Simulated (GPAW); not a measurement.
The system is NiO.

```xyz
2
Lattice="0.0000 2.0859 2.0859 2.0859 0.0000 2.0859 2.0859 2.0859 0.0000" Properties=species:S:1:pos:R:3 pbc="T T T"
Ni    0.0000    0.0000    0.0000
O     2.0859    2.0859    2.0859
```

Base run:

```yaml
Program: GPAW 26.7.0
Functional: LDA
Potentials_or_basis: PAW data sets generated in the run's folder for this functional
Cutoff: 800 eV
Basis: pw
k_mesh: 8 × 8 × 8
Occupations: fermi-dirac, width 0.05 eV
Spin: collinear spin, ferromagnetic start
Starting_moments: "[1.0, 0.0] μB"
```

Its results: pressure -15.6 GPa; net moment 0.71 μB per cell; site moments Ni +0.60; O +0.08 μB.

Question: The run is repeated on the same cell with these changes: functional from LDA to PBEsol. What comes out?

Answer: Pressure -5.5 GPa; net moment 1.08 μB per cell; site moments Ni +0.92; O +0.11 μB.

PBEsol binds less tightly than LDA, so the same cell stands under more pressure.

Caveats: the stock nickel data set gives pressures a few GPa off other programs; a cell with one magnetic atom can't hold antiferromagnetic order, which such compounds often take; so large a pressure means that the cell lies far from this level's equilibrium, or that cutoff or potentials fall short (some runs).

Not every run made on this cell is shown here.
